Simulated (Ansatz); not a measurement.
# Relaxing Si2Mo

Computed with Ansatz, DFT PBE, scalar-relativistic, plane waves, PAW. (420 eV cutoff, 12×12×6 k-mesh, Gaussian smearing of 0.10 eV, no spin polarisation)

What was changed: biaxial strain in the a-b plane, c and atoms relaxed: +1.5 %.

Command:

```bash
ansatz run input.yaml --threads 1 --pin off --max-ram 2560MiB --backend cpu --events-out ev --progress --plain --runs-dir out
```

Input:

```yaml
crystal:
  lattice:
    - [3.2651000734, 0.0, 0.0]
    - [0.0, 3.2651000734, 0.0]
    - [0.0, 0.0, 7.8021628311]
  atoms:
    - { symbol: Si, position: [0.0, 0.0, 0.3350991396] }
    - { symbol: Si, position: [0.5, 0.5, 0.1649008604] }
    - { symbol: Si, position: [0.5, 0.5, 0.8350991396] }
    - { symbol: Si, position: [0.0, 0.0, 0.6649008604] }
    - { symbol: Mo, position: [0.0, 0.0, 0.0] }
    - { symbol: Mo, position: [0.5, 0.5, 0.5] }
basis:
  ecutwfc: 420
kpoints:
  mp_grid: { grid: [12, 12, 6] }
hamiltonian:
  xc: pbe
scf:
  occupations: { method: gaussian, width: 0.1 }
output:
  forces: true
  stress: true
  eigenvalues: true
relax:
  adjacent_minimum: "off"
  f_tol: 0.008
  max_steps: 40
  cell: { stress_tol: 0.015, fix: [a, b, gamma] }
```

F is the free energy. Steps run on the plane waves of an earlier cell, but the last one, and at times one on the way, on a freshly chosen basis, so a repeated geometry can differ a little in energy. The held parts of the cell keep their stress, so P needn't end at zero.

Steps:

```tsv
step	F − F(1) (eV)	largest force component (eV/Å)	V (Å³/atom)	P (GPa)
1	0.0000	0.029	13.863	-3.59
2	-0.0019	0.012	13.932	-4.62
3	-0.0020	0.005	13.919	-4.42
4	-0.0020	0.001	13.918	-4.41
5	-0.0021	0.001	13.918	-4.41
```

Relaxed structure:

```cif
data_structure
_symmetry_space_group_name_H-M 'P 1'
_symmetry_Int_Tables_number 1
_cell_length_a 3.2651
_cell_length_b 3.2651
_cell_length_c 7.8331
_cell_angle_alpha 90.000
_cell_angle_beta 90.000
_cell_angle_gamma 90.000
_cell_volume 83.51
loop_
_atom_site_label
_atom_site_type_symbol
_atom_site_fract_x
_atom_site_fract_y
_atom_site_fract_z
_atom_site_occupancy
Si1 Si 0.00000 0.00000 0.33537 1
Si2 Si 0.50000 0.50000 0.16463 1
Si3 Si 0.50000 0.50000 0.83537 1
Si4 Si 0.00000 0.00000 0.66463 1
Mo1 Mo 0.00000 0.00000 0.00000 1
Mo2 Mo 0.50000 0.50000 0.50000 1
```

The structure is tetragonal, space group I4/mmm (No. 139). Conventional cell: a = 3.265 Å, b = 3.265 Å, c = 7.833 Å, α = 90.00°, β = 90.00°, γ = 90.00°. Si (site symmetry 4mm) has 5 Si at 2.58 to 2.67 Å and 5 Mo at 2.63 to 2.64 Å as nearest neighbours. Mo (site symmetry 4/mmm) has 10 Si at 2.63 to 2.64 Å as nearest neighbours.

The run converged. Time: 69 s on 1 thread of Arm Neoverse V2, on a shared host, peak memory 0.48 GiB.